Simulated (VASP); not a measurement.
Wanted: the native input for a VASP 6.6.1 run.

| Quantity | Value |
| --- | --- |
| Task | single point |
| Functional | PBE |
| Potentials or basis | VASP PAW PBE potentials, release 64 (Ca_sv) |
| Cutoff | 520 eV |
| k mesh | 8 × 8 × 4 |
| Occupations | fermi-dirac, width 0.05 eV |
| Spin | no spin polarisation |
| Dipole correction | no |
| Further INCAR settings | ALGO = Fast; EDIFF = 1e-07; NBANDS = 17 |

The structure of Ca lies in POSCAR:

```
Ca
1.0
    3.9800000000      0.0000000000      0.0000000000
   -1.9900000000      3.4467811071      0.0000000000
    0.0000000000      0.0000000000      6.5200000000
Ca
2
Direct
    0.6666666667      0.3333333333      0.7500000000
    0.3333333333      0.6666666667      0.2500000000
```

This isn't the form of Ca at room conditions, which is fcc.

These files were run (other wordings do the same):

INCAR

```
  ALGO = Fast
  EDIFF = 1E-7
  ENCUT = 520
  GGA = PE
  ISIF = 2
  ISMEAR = -1
  LASPH = True
  LCHARG = False
  LREAL = False
  LWAVE = False
  NBANDS = 17
  NELM = 100
  PREC = Accurate
  SIGMA = 0.05
```

KPOINTS

```
k-points
0
Gamma
  8 8 4
```

Potentials or basis: VASP PAW PBE potentials, release 64 (Ca_sv).

Launch:

```bash
$ cat potpaw_PBE.64/Ca_sv/POTCAR > POTCAR
$ mpirun -np 1 vasp_std > vasp.out
```

Results of the run:

| Quantity | Value |
| --- | --- |
| Pressure | -0.8 GPa |
| Band gap on the k mesh | none (metal or under the smearing width) |

Run time: 32 s on 1 thread of Intel(R) Xeon(R) 6975P-C (Granite Rapids) (shared host), peak memory 0.21 GiB.
